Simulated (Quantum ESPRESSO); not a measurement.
# Au (Fm-3m) in Quantum ESPRESSO: a series of runs, part 2 of 2

Quantum ESPRESSO 7.5. Earlier steps stand in the parts before.

## Step 3: Phonons and electron-phonon coupling, PBE

pw.in

```
&CONTROL
  calculation = 'scf'
  prefix = 'pwscf'
  outdir = './tmp'
  pseudo_dir = './pseudo'
  tprnfor = .true.
  tstress = .true.
  disk_io = 'low'
/
&SYSTEM
  ibrav = 0
  nat = 1
  ntyp = 1
  ecutwfc = 45
  ecutrho = 360
  nbnd = 11
  occupations = 'smearing'
  smearing = 'mp'
  degauss = 0.01999163
/
&ELECTRONS
  conv_thr = 2d-10
  electron_maxstep = 120
  mixing_beta = 0.5
/
ATOMIC_SPECIES
Au   196.9666 au_pbe_v1.uspp.F.UPF
CELL_PARAMETERS angstrom
   0.0000000000    2.0350000000    2.0350000000
   2.0350000000    0.0000000000    2.0350000000
   2.0350000000    2.0350000000    0.0000000000
ATOMIC_POSITIONS crystal
Au     0.0000000000    0.0000000000    0.0000000000
K_POINTS automatic
8 8 8 0 0 0
```

relax.in

```
&CONTROL
  calculation = 'vc-relax'
  prefix = 'pwscf'
  outdir = './tmp'
  pseudo_dir = './pseudo'
  tprnfor = .true.
  tstress = .true.
  disk_io = 'low'
  nstep = 40
  forc_conv_thr = 0.0001
  etot_conv_thr = 1d-06
/
&SYSTEM
  ibrav = 0
  nat = 1
  ntyp = 1
  ecutwfc = 45
  ecutrho = 360
  nbnd = 11
  occupations = 'smearing'
  smearing = 'mp'
  degauss = 0.01999163
/
&ELECTRONS
  conv_thr = 2d-10
  electron_maxstep = 120
  mixing_beta = 0.5
/
&IONS
  ion_dynamics = 'bfgs'
/
&CELL
  cell_dynamics = 'bfgs'
  press = 0
  press_conv_thr = 0.2
/
ATOMIC_SPECIES
Au   196.9666 au_pbe_v1.uspp.F.UPF
CELL_PARAMETERS angstrom
   0.0000000000    2.0350000000    2.0350000000
   2.0350000000    0.0000000000    2.0350000000
   2.0350000000    2.0350000000    0.0000000000
ATOMIC_POSITIONS crystal
Au     0.0000000000    0.0000000000    0.0000000000
K_POINTS automatic
8 8 8 0 0 0
```

scf2.in

```
&CONTROL
  calculation = 'scf'
  prefix = 'pwscf'
  outdir = './tmp'
  pseudo_dir = './pseudo'
  tprnfor = .true.
  tstress = .true.
  disk_io = 'low'
/
&SYSTEM
  ibrav = 0
  nat = 1
  ntyp = 1
  ecutwfc = 45
  ecutrho = 360
  nbnd = 11
  occupations = 'smearing'
  smearing = 'mp'
  degauss = 0.01999163
/
&ELECTRONS
  conv_thr = 1d-13
  electron_maxstep = 120
  mixing_beta = 0.5
  startingpot = 'file'
  startingwfc = 'file'
/
ATOMIC_SPECIES
Au   196.9666 au_pbe_v1.uspp.F.UPF
CELL_PARAMETERS angstrom
   0.0000000000    2.0806446151    2.0806446151
   2.0806446151    0.0000000000    2.0806446151
   2.0806446151    2.0806446151    0.0000000000
ATOMIC_POSITIONS crystal
Au     0.0000000000    0.0000000000    0.0000000000
K_POINTS automatic
8 8 8 0 0 0
```

dense.in

```
&CONTROL
  calculation = 'scf'
  prefix = 'pwscf'
  outdir = './tmp'
  pseudo_dir = './pseudo'
  tprnfor = .true.
  tstress = .true.
  disk_io = 'low'
/
&SYSTEM
  ibrav = 0
  nat = 1
  ntyp = 1
  ecutwfc = 45
  ecutrho = 360
  nbnd = 11
  occupations = 'smearing'
  smearing = 'mp'
  degauss = 0.01999163
  la2F = .true.
/
&ELECTRONS
  conv_thr = 1d-12
  electron_maxstep = 120
  mixing_beta = 0.5
  startingpot = 'file'
/
ATOMIC_SPECIES
Au   196.9666 au_pbe_v1.uspp.F.UPF
CELL_PARAMETERS angstrom
   0.0000000000    2.0806446151    2.0806446151
   2.0806446151    0.0000000000    2.0806446151
   2.0806446151    2.0806446151    0.0000000000
ATOMIC_POSITIONS crystal
Au     0.0000000000    0.0000000000    0.0000000000
K_POINTS automatic
24 24 24 0 0 0
```

scf3.in

```
&CONTROL
  calculation = 'scf'
  prefix = 'pwscf'
  outdir = './tmp'
  pseudo_dir = './pseudo'
  tprnfor = .true.
  tstress = .true.
  disk_io = 'low'
/
&SYSTEM
  ibrav = 0
  nat = 1
  ntyp = 1
  ecutwfc = 45
  ecutrho = 360
  nbnd = 11
  occupations = 'smearing'
  smearing = 'mp'
  degauss = 0.01999163
/
&ELECTRONS
  conv_thr = 1d-12
  electron_maxstep = 120
  mixing_beta = 0.5
  startingpot = 'file'
/
ATOMIC_SPECIES
Au   196.9666 au_pbe_v1.uspp.F.UPF
CELL_PARAMETERS angstrom
   0.0000000000    2.0806446151    2.0806446151
   2.0806446151    0.0000000000    2.0806446151
   2.0806446151    2.0806446151    0.0000000000
ATOMIC_POSITIONS crystal
Au     0.0000000000    0.0000000000    0.0000000000
K_POINTS automatic
8 8 8 0 0 0
```

ph.in

```
phonon_bands of Au
&INPUTPH
  prefix = 'pwscf'
  outdir = './tmp'
  tr2_ph = 1d-18
  fildyn = 'dyn'
  niter_ph = 90
  alpha_mix(1) = 0.4
  ldisp = .true.
  nq1 = 4
  nq2 = 4
  nq3 = 4
  electron_phonon = 'interpolated'
  el_ph_sigma = 0.005
  el_ph_nsigma = 10
  fildvscf = 'dvscf'
/
```

q2r.in

```
&INPUT
  fildyn = 'dyn'
  zasr = 'crystal'
  flfrc = 'fc'
  la2F = .true.
/
```

matdyn.in

```
&INPUT
  asr = 'crystal'
  flfrc = 'fc'
  flfrq = 'freq'
  q_in_cryst_coord = .true.
  flvec = ' '
/
80
 0.0000000000  0.0000000000  0.0000000000
 0.0454545455  0.0000000000  0.0454545455
 0.0909090909  0.0000000000  0.0909090909
 0.1363636364  0.0000000000  0.1363636364
 0.1818181818  0.0000000000  0.1818181818
 0.2272727273  0.0000000000  0.2272727273
 0.2727272727  0.0000000000  0.2727272727
 0.3181818182  0.0000000000  0.3181818182
 0.3636363636  0.0000000000  0.3636363636
 0.4090909091  0.0000000000  0.4090909091
 0.4545454545  0.0000000000  0.4545454545
 0.5000000000  0.0000000000  0.5000000000
 0.5000000000  0.0500000000  0.5500000000
 0.5000000000  0.1000000000  0.6000000000
 0.5000000000  0.1500000000  0.6500000000
 0.5000000000  0.2000000000  0.7000000000
 0.5000000000  0.2500000000  0.7500000000
 0.4687500000  0.2812500000  0.7500000000
 0.4375000000  0.3125000000  0.7500000000
 0.4062500000  0.3437500000  0.7500000000
 0.3750000000  0.3750000000  0.7500000000
 0.3461538462  0.3461538462  0.6923076923
 0.3173076923  0.3173076923  0.6346153846
 0.2884615385  0.2884615385  0.5769230769
 0.2596153846  0.2596153846  0.5192307692
 0.2307692308  0.2307692308  0.4615384615
 0.2019230769  0.2019230769  0.4038461538
 0.1730769231  0.1730769231  0.3461538462
 0.1442307692  0.1442307692  0.2884615385
 0.1153846154  0.1153846154  0.2307692308
 0.0865384615  0.0865384615  0.1730769231
 0.0576923077  0.0576923077  0.1153846154
 0.0288461538  0.0288461538  0.0576923077
 0.0000000000  0.0000000000  0.0000000000
 0.0454545455  0.0454545455  0.0454545455
 0.0909090909  0.0909090909  0.0909090909
 0.1363636364  0.1363636364  0.1363636364
 0.1818181818  0.1818181818  0.1818181818
 0.2272727273  0.2272727273  0.2272727273
 0.2727272727  0.2727272727  0.2727272727
 0.3181818182  0.3181818182  0.3181818182
 0.3636363636  0.3636363636  0.3636363636
 0.4090909091  0.4090909091  0.4090909091
 0.4545454545  0.4545454545  0.4545454545
 0.5000000000  0.5000000000  0.5000000000
 0.5178571429  0.4642857143  0.5178571429
 0.5357142857  0.4285714286  0.5357142857
 0.5535714286  0.3928571429  0.5535714286
 0.5714285714  0.3571428571  0.5714285714
 0.5892857143  0.3214285714  0.5892857143
 0.6071428571  0.2857142857  0.6071428571
 0.6250000000  0.2500000000  0.6250000000
 0.5937500000  0.2500000000  0.6562500000
 0.5625000000  0.2500000000  0.6875000000
 0.5312500000  0.2500000000  0.7187500000
 0.5000000000  0.2500000000  0.7500000000
 0.5000000000  0.2750000000  0.7250000000
 0.5000000000  0.3000000000  0.7000000000
 0.5000000000  0.3250000000  0.6750000000
 0.5000000000  0.3500000000  0.6500000000
 0.5000000000  0.3750000000  0.6250000000
 0.5000000000  0.4000000000  0.6000000000
 0.5000000000  0.4250000000  0.5750000000
 0.5000000000  0.4500000000  0.5500000000
 0.5000000000  0.4750000000  0.5250000000
 0.5000000000  0.5000000000  0.5000000000
 0.4861111111  0.4861111111  0.5277777778
 0.4722222222  0.4722222222  0.5555555556
 0.4583333333  0.4583333333  0.5833333333
 0.4444444444  0.4444444444  0.6111111111
 0.4305555556  0.4305555556  0.6388888889
 0.4166666667  0.4166666667  0.6666666667
 0.4027777778  0.4027777778  0.6944444444
 0.3888888889  0.3888888889  0.7222222222
 0.3750000000  0.3750000000  0.7500000000
 0.6250000000  0.2500000000  0.6250000000
 0.5937500000  0.1875000000  0.5937500000
 0.5625000000  0.1250000000  0.5625000000
 0.5312500000  0.0625000000  0.5312500000
 0.5000000000  0.0000000000  0.5000000000
```

matdyn_dos.in

```
&INPUT
  asr = 'crystal'
  flfrc = 'fc'
  dos = .true.
  fldos = 'phdos'
  nk1 = 12
  nk2 = 12
  nk3 = 12
  deltaE = 0.5
  flvec = ' '
  flfrq = ' '
/
```

matdyn_a2f.in

```
&INPUT
  asr = 'crystal'
  flfrc = 'fc'
  la2F = .true.
  dos = .true.
  fldos = 'dos2'
  nk1 = 10
  nk2 = 10
  nk3 = 10
  ndos = 60
  el_ph_nsigma = 10
  flfrq = 'dosfreq2'
  flvec = ' '
/
```

matdyn_mesh.in

```
&INPUT
  asr = 'crystal'
  flfrc = 'fc'
  flfrq = 'mesh'
  q_in_cryst_coord = .true.
  flvec = ' '
/
1000
 0.05000000  0.05000000  0.05000000
 0.05000000  0.05000000  0.15000000
 0.05000000  0.05000000  0.25000000
[... 997 further points of the even 10 x 10 x 10 mesh, shifted by half a step ...]
```

Potentials or basis: GBRV 1.5 PBE.

On the command line:

```bash
> OMP_NUM_THREADS=1 pw.x -in pw.in > pw.out
> OMP_NUM_THREADS=1 pw.x -in relax.in > relax.out
> OMP_NUM_THREADS=1 pw.x -in scf2.in > scf2.out
> OMP_NUM_THREADS=1 pw.x -in dense.in > dense.out
> OMP_NUM_THREADS=1 pw.x -in scf3.in > scf3.out
> OMP_NUM_THREADS=1 ph.x -in ph.in > ph.out
> OMP_NUM_THREADS=1 q2r.x -in q2r.in > q2r.out
> OMP_NUM_THREADS=1 matdyn.x -in matdyn.in > matdyn.out
> OMP_NUM_THREADS=1 matdyn.x -in matdyn_dos.in > matdyn_dos.out
> OMP_NUM_THREADS=1 matdyn.x -in matdyn_a2f.in > matdyn_a2f.out
> OMP_NUM_THREADS=1 matdyn.x -in matdyn_mesh.in > matdyn_mesh.out
```

pw.out:

```text
This program is part of the open-source Quantum ESPRESSO suite
     for quantum simulation of materials; please cite
[... 9 lines left out ...]
     --------------------
     sticks:   dense  smooth     PW     G-vecs:    dense   smooth      PW
     Sum         745     367    121                13323     4645     893

     Using Slab Decomposition

     bravais-lattice index     =            0
     lattice parameter (alat)  =       5.4385  a.u.
     unit-cell volume          =     113.7417 (a.u.)^3
     number of atoms/cell      =            1
     number of atomic types    =            1
     number of electrons       =        11.00
     number of Kohn-Sham states=           11
     kinetic-energy cutoff     =      45.0000  Ry
     charge density cutoff     =     360.0000  Ry
     scf convergence threshold =      2.0E-10
     mixing beta               =       0.5000
     number of iterations used =            8  plain     mixing
     Exchange-correlation= SLA  PW   PBE  PBE
[... 251 lines left out ...]
          k = 0.3536 0.1768 0.0000 (   584 PWs)   bands (ev):
[... 26 lines left out ...]
    10.0895  10.3962  10.6702  12.5213  13.5689  17.9549  23.0728  23.4891
    28.5584  35.4526  36.3205

          k =-0.7071 0.1768-0.0000 (   582 PWs)   bands (ev):

     9.1627   9.4357  12.5445  13.2845  14.2212  19.0286  21.1504  24.8702
    25.5757  35.8655  36.3096

          k =-0.7071 0.3536 0.0000 (   604 PWs)   bands (ev):

     9.8190  10.6431  10.6431  12.5059  14.2221  20.6708  22.2159  22.2159
    25.3585  36.2907  36.3128

     the Fermi energy is    15.8571 ev

!    total energy              =    -114.98301633 Ry
     estimated scf accuracy    <          4.7E-11 Ry
     smearing contrib. (-TS)   =      -0.00009521 Ry
     internal energy E=F+TS    =    -114.98292112 Ry

     The total energy is F=E-TS. E is the sum of the following terms:
     one-electron contribution =      11.08166825 Ry
     hartree contribution      =       8.35458028 Ry
     xc contribution           =     -62.28876485 Ry
     ewald contribution        =     -72.13040479 Ry

     convergence has been achieved in   8 iterations

     Forces acting on atoms (cartesian axes, Ry/au):

     atom    1 type  1   force =     0.00000000    0.00000000    0.00000000

     Total force =     0.000000     Total SCF correction =     0.000000

     Computing stress (Cartesian axis) and pressure

          total   stress  (Ry/bohr**3)                   (kbar)     P=      113.61
   0.00077230   0.00000000   0.00000000          113.61        0.00        0.00
   0.00000000   0.00077230   0.00000000            0.00      113.61        0.00
   0.00000000   0.00000000   0.00077230            0.00        0.00      113.61

=------------------------------------------------------------------------------=
   JOB DONE.
=------------------------------------------------------------------------------=
```

relax.out:

```text
This program is part of the open-source Quantum ESPRESSO suite
     for quantum simulation of materials; please cite
[... 9 lines left out ...]
     --------------------
     sticks:   dense  smooth     PW     G-vecs:    dense   smooth      PW
     Sum         745     367    121                13323     4645     893
[... 1684 lines left out ...]
  -0.00000074  -0.00000000  -0.00000000           -0.11       -0.00       -0.00
  -0.00000000  -0.00000074   0.00000000           -0.00       -0.11        0.00
  -0.00000000   0.00000000  -0.00000074           -0.00        0.00       -0.11

=------------------------------------------------------------------------------=
   JOB DONE.
=------------------------------------------------------------------------------=
```

scf2.out:

```text
This program is part of the open-source Quantum ESPRESSO suite
     for quantum simulation of materials; please cite
[... 9 lines left out ...]
     --------------------
     sticks:   dense  smooth     PW     G-vecs:    dense   smooth      PW
     Sum         769     379    121                14067     4957     941
[... 287 lines left out ...]
  -0.00000076   0.00000000   0.00000000           -0.11        0.00        0.00
   0.00000000  -0.00000076   0.00000000            0.00       -0.11        0.00
   0.00000000   0.00000000  -0.00000076            0.00        0.00       -0.11

=------------------------------------------------------------------------------=
   JOB DONE.
=------------------------------------------------------------------------------=
```

Wall time 18 min (1 thread of Arm Neoverse V1, shared host); peak memory 0.16 GiB.

What came out:

```
Free energy                            : -1564.4623 eV
Relaxed volume                         : 18.01 Å³/atom
Relaxed cell                           : a = 2.942 Å, b = 2.942 Å, c = 2.942 Å, α = 60.00°, β = 60.00°, γ = 60.00°
Space group after relaxing (to 0.05 Å) : Fm-3m (No. 225)
Pressure after relaxing                : 0.0 GPa
Band gap on the k mesh                 : none (metal or under the smearing width)
Highest phonon frequency               : 139 cm⁻¹
Zero-point energy                      : 0.014 eV/atom
```

The path:
| step | energy change (eV) | largest force (eV/Å) | pressure (GPa) | volume (Å³) |
| --- | --- | --- | --- | --- |
| 1 | 0.0000 | 0.0000 | 11.36 | 16.85 |
| 2 | -0.0375 | 0.0000 | 1.32 | 17.85 |
| 3 | -0.0381 | 0.0000 | 0.19 | 17.99 |
| 4 | -0.0382 | 0.0000 | 0.01 | 18.01 |
| 5 | -0.0382 | 0.0000 | 0.00 | 18.01 |

Final structure:
```
CELL_PARAMETERS angstrom
0.00000 2.08064 2.08064
2.08064 0.00000 2.08064
2.08064 2.08064 0.00000
ATOMIC_POSITIONS crystal
Au 0.00000 0.00000 0.00000
```

Phonon frequencies in cm⁻¹ (negative: imaginary):
| q point | frequencies |
| --- | --- |
| (0.000, 0.000, 0.000) | 0 0 0 |
| (0.318, 0.000, 0.318) | 59 59 114 |
| (0.500, 0.150, 0.650) | 71 84 119 |
| (0.346, 0.346, 0.692) | 61 98 105 |
| (0.144, 0.144, 0.288) | 29 40 84 |
| (0.091, 0.091, 0.091) | 12 12 35 |
| (0.409, 0.409, 0.409) | 50 50 132 |
| (0.589, 0.321, 0.589) | 59 84 116 |
| (0.500, 0.275, 0.725) | 68 100 103 |
| (0.500, 0.450, 0.550) | 54 57 136 |
| (0.431, 0.431, 0.639) | 56 74 123 |
| (0.562, 0.125, 0.562) | 72 79 128 |

Phonon frequencies at the corners of the path (cm⁻¹, interpolated; i marks imaginary ones):
```
point  frequencies
    Γ        0 0 0
    X    75 75 133
    W   70 101 101
    K    65 91 114
    L    54 54 139
    U    65 91 114
```

Phonon states per cell in windows of 10 cm⁻¹ (negative: imaginary):
```csv
from (cm⁻¹),total
0,0.00
10,0.02
20,0.06
30,0.13
40,0.27
50,0.57
60,0.48
70,0.27
80,0.21
90,0.11
100,0.12
110,0.46
120,0.25
130,0.04
```

Harmonic thermodynamics per atom at this volume (zero-point energy 14.3 meV, Debye temperature from the second moment 154 K):
| T (K) | free energy (meV) | entropy (k_B) | heat capacity Cv (k_B) |
| --- | --- | --- | --- |
| 50 | 12.1 | 1.45 | 2.01 |
| 100 | 2.0 | 3.11 | 2.68 |
| 200 | -34.1 | 5.07 | 2.91 |
| 298.15 | -82.3 | 6.24 | 2.96 |
| 500 | -205.4 | 7.78 | 2.99 |
| 800 | -426.1 | 9.19 | 2.99 |

Electron-phonon coupling by broadening of the double delta (levels on a 24 × 24 × 24 mesh):
```
broadening (eV)     λ  N(E_F) (states/eV a spin and cell)  ω_log (K)  Tc, μ* 0.10 (K)  Tc, μ* 0.13 (K)
           0.07  0.38                               0.130        108              0.3              0.1
           0.14  0.25                               0.124        107              0.0              0.0
           0.20  0.23                               0.127        100              0.0              0.0
           0.27  0.23                               0.134         96              0.0              0.0
           0.34  0.23                               0.140         94              0.0              0.0
           0.41  0.23                               0.143         93              0.0              0.0
           0.48  0.23                               0.145         92              0.0              0.0
           0.54  0.23                               0.145         92              0.0              0.0
           0.61  0.23                               0.145         92              0.0              0.0
           0.68  0.23                               0.145         91              0.0              0.0
```

The same from a weighted sum over the computed q points, without interpolation:
| broadening (eV) | λ | ω_log (K) | Tc, μ* 0.10 (K) | Tc, μ* 0.13 (K) |
| --- | --- | --- | --- | --- |
| 0.07 | 0.40 | 97 | 0.4 | 0.2 |
| 0.14 | 0.26 | 99 | 0.0 | 0.0 |
| 0.20 | 0.23 | 98 | 0.0 | 0.0 |
| 0.27 | 0.22 | 97 | 0.0 | 0.0 |
| 0.34 | 0.22 | 97 | 0.0 | 0.0 |
| 0.41 | 0.22 | 97 | 0.0 | 0.0 |
| 0.48 | 0.22 | 97 | 0.0 | 0.0 |
| 0.54 | 0.22 | 97 | 0.0 | 0.0 |
| 0.61 | 0.22 | 96 | 0.0 | 0.0 |
| 0.68 | 0.22 | 96 | 0.0 | 0.0 |

Eliashberg function at a broadening of 0.27 eV:
```tsv
cm⁻¹	α²F
4	0.000
11	0.000
18	0.000
25	0.003
32	0.011
39	0.026
46	0.060
53	0.149
60	0.166
67	0.170
74	0.101
81	0.088
88	0.068
95	0.026
102	0.016
109	0.060
116	0.120
124	0.056
131	0.020
138	0.000
```

Coupling and linewidth of each mode at the computed q points (broadening 0.27 eV):
```tsv
q	cm⁻¹	λ of the modes	linewidths (GHz)
(0.00, 0.00, 0.25)	33 33 92	0.07 0.08 0.04	0 0 1
(0.00, 0.00, -0.50)	54 54 139	0.05 0.04 0.04	0 0 1
(0.00, 0.25, 0.25)	48 48 97	0.07 0.07 0.05	0 0 1
(0.00, 0.25, -0.50)	60 72 120	0.10 0.13 0.03	1 1 1
(0.00, 0.25, -0.25)	48 75 112	0.06 0.12 0.06	0 1 1
(0.00, -0.50, -0.50)	75 75 133	0.11 0.09 0.02	1 1 1
(0.25, -0.50, -0.25)	70 101 101	0.10 0.05 0.04	1 1 1
```

Caveat: the k mesh is coarse; the mesh is thin for the phonons of a metal; λ from interpolated matrix elements is rough: modes that symmetry makes equal can differ by tens of percent. The run has no spin-orbit coupling, so splittings on Au are missing.
